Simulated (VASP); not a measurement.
**A VASP 6.6.1 single-point calculation on CdSe**

INCAR

```
LREAL = Auto
NSW = 0
LCHARG = .FALSE.
NELM = 120
IVDW = 11
LASPH = .TRUE.
ENCUT = 520
NBANDS = 16
ISMEAR = 0
ISIF = 2
GGA = PS
LWAVE = .FALSE.
IBRION = -1
PREC = Accurate
EDIFF = 1E-7
SIGMA = 0.01
```

KPOINTS

```
KPOINTS created by Atomic Simulation Environment
0
Gamma
8 8 8
0 0 0
```

POSCAR

```
Cd Se
 1.0000000000000000
    -0.0000000000000000    3.0677809653893693    3.0677809653893693
     3.0677809653893693    0.0000000000000000    3.0677809653893693
     3.0677809653893693    3.0677809653893693    0.0000000000000000
 Cd  Se
   1   1
Cartesian
  0.0000000000000000  0.0000000000000000  0.0000000000000000
  1.5338904826946846  1.5338904826946846  1.5338904826946846
```

The recommended PBE PAW datasets give the neutral cell 18 valence electrons.

Command

```
mpirun -np 1 vasp_std
```

OSZICAR

```
N       E                     dE             d eps       ncg     rms          rms(c)
DAV:   1     0.105306464440E+03    0.10531E+03   -0.87472E+03   952   0.100E+03
DAV:   2    -0.256669187462E+01   -0.10787E+03   -0.10197E+03  1168   0.247E+02
DAV:   3    -0.653958459830E+01   -0.39729E+01   -0.39672E+01  1072   0.491E+01
DAV:   4    -0.655625515624E+01   -0.16671E-01   -0.16670E-01  1216   0.321E+00
DAV:   5    -0.655635800252E+01   -0.10285E-03   -0.10285E-03  1088   0.217E-01    0.561E+00
DAV:   6    -0.619812148351E+01    0.35824E+00   -0.57642E-01  1360   0.959E+00    0.457E+00
DAV:   7    -0.617572384831E+01    0.22398E-01   -0.12498E-01  1048   0.242E+00    0.209E+00
DAV:   8    -0.617439580693E+01    0.13280E-02   -0.12497E-02  1104   0.135E+00    0.215E-01
DAV:   9    -0.617430627873E+01    0.89528E-04   -0.13269E-03  1160   0.480E-01    0.431E-02
DAV:  10    -0.617432941402E+01   -0.23135E-04   -0.14128E-04  1144   0.151E-01    0.383E-02
DAV:  11    -0.617435578400E+01   -0.26370E-04   -0.45748E-05  1144   0.487E-02    0.170E-02
DAV:  12    -0.617435532594E+01    0.45806E-06   -0.13976E-06  1080   0.146E-02    0.895E-03
DAV:  13    -0.617435556672E+01   -0.24078E-06   -0.12933E-06  1144   0.715E-03    0.297E-03
DAV:  14    -0.617435553909E+01    0.27628E-07   -0.73632E-08   880   0.174E-03
   1 F= -.65828150E+01 E0= -.65828150E+01  d E =-.353519E-62
```

From OUTCAR

```
k-points           NKPTS =     29   k-points in BZ     NKDIM =     29   number of bands    NBANDS=     16

   NELECT =      18.0000    total number of electrons

   dimension x,y,z NGX =    32 NGY =   32 NGZ =   32
   dimension x,y,z NGXF=    64 NGYF=   64 NGZF=   64

  energy-cutoff  :      520.00
  volume of cell :       57.74
      direct lattice vectors                 reciprocal lattice vectors
     0.000000000  3.067780965  3.067780965    -0.162984257  0.162984257  0.162984257
     3.067780965  0.000000000  3.067780965     0.162984257 -0.162984257  0.162984257
     3.067780965  3.067780965  0.000000000     0.162984257  0.162984257 -0.162984257

 k-points in reciprocal lattice and weights: KPOINTS created by Atomic Simulation Env
   0.00000000  0.00000000  0.00000000       0.002
   0.12500000  0.00000000  0.00000000       0.016
   0.25000000  0.00000000  0.00000000       0.016
   0.37500000  0.00000000  0.00000000       0.016
   0.50000000  0.00000000  0.00000000       0.008
   0.12500000  0.12500000  0.00000000       0.012
   0.25000000  0.12500000  0.00000000       0.047
   0.37500000  0.12500000  0.00000000       0.047
   ...

 E-fermi :   0.7238

 k-point     1 :       0.0000    0.0000    0.0000
  band No.  band energies     occupation
      1     -11.8716      2.00000
      2      -7.2180      2.00000
      3      -7.2180      2.00000
      4      -7.2180      2.00000
      5      -6.8644      2.00000
      6      -6.8644      2.00000
      7       0.6083      2.00000
      8       0.6083      2.00000
      9       0.6083      2.00000
     10       1.0392      0.00000
     11       6.4620      0.00000
     12       6.4620      0.00000
     13       6.4620      0.00000
     14      10.0995      0.00000
     15      11.6124      0.00000
     16      11.6124      0.00000

 k-point     2 :       0.1250    0.0000    0.0000
  band No.  band energies     occupation
      1     -11.8202      2.00000
      2      -7.2018      2.00000
      3      -7.2018      2.00000
      4      -7.1722      2.00000
      5      -6.8653      2.00000
      6      -6.8653      2.00000
      7      -0.6260      2.00000
      8       0.4872      2.00000
      9       0.4872      2.00000
     10       2.0743      0.00000
     11       6.2310      0.00000
     12       6.6600      0.00000
     13       6.6600      0.00000
     14      10.8241      0.00000
     15      10.8241      0.00000
     16      10.8355      0.00000

 k-point     3 :       0.2500    0.0000    0.0000
  band No.  band energies     occupation
      1     -11.6945      2.00000
      2      -7.1663      2.00000
      3      -7.1663      2.00000
      4      -7.0173      2.00000
      5      -6.8625      2.00000
      6      -6.8625      2.00000
      7      -2.0387      2.00000
      8       0.2201      2.00000
      9       0.2201      2.00000
     10       2.7634      0.00000
     11       6.4269      0.00000
     12       6.9697      0.00000
     13       6.9697      0.00000
     14      10.5156      0.00000
     15      10.5747      0.00000
     16      10.5747      0.00000

 ...

  Total      -0.93765    -0.93765    -0.93765     0.00000     0.00000    -0.00000
  in kB     -26.01633   -26.01633   -26.01633     0.00000     0.00000    -0.00000
  external pressure =      -26.02 kB  Pullay stress =        0.00 kB

 POSITION                                       TOTAL-FORCE (eV/Angst)
 -----------------------------------------------------------------------------------
      0.00000      0.00000      0.00000        -0.000000     -0.000000     -0.000000
      1.53389      1.53389      1.53389         0.000000      0.000000      0.000000
 -----------------------------------------------------------------------------------
    total drift:                               -0.000000     -0.000000     -0.000000

  FREE ENERGIE OF THE ION-ELECTRON SYSTEM (eV)
  ---------------------------------------------------
  free  energy   TOTEN  =        -6.5828149701 eV

  energy  without entropy=       -6.5828149701  energy(sigma->0) =       -6.58281497
```

It converged. Results: gap between bands v and c on the k mesh 0.43 eV; least direct gap on the k mesh 0.43 eV; pressure -2.6 GPa. Band v is the last that the valence electrons fill when counted band by band, and c is the next.

For comparison, a separate PBEsol run of the intended cell, on usual settings and not on those above, gives a gap of 0.43 eV on its mesh and a pressure of -1.0 GPa.

The run above took about 36 s on one core of a shared host (Intel Xeon Platinum 8488C) and held 0.18 GiB at most.
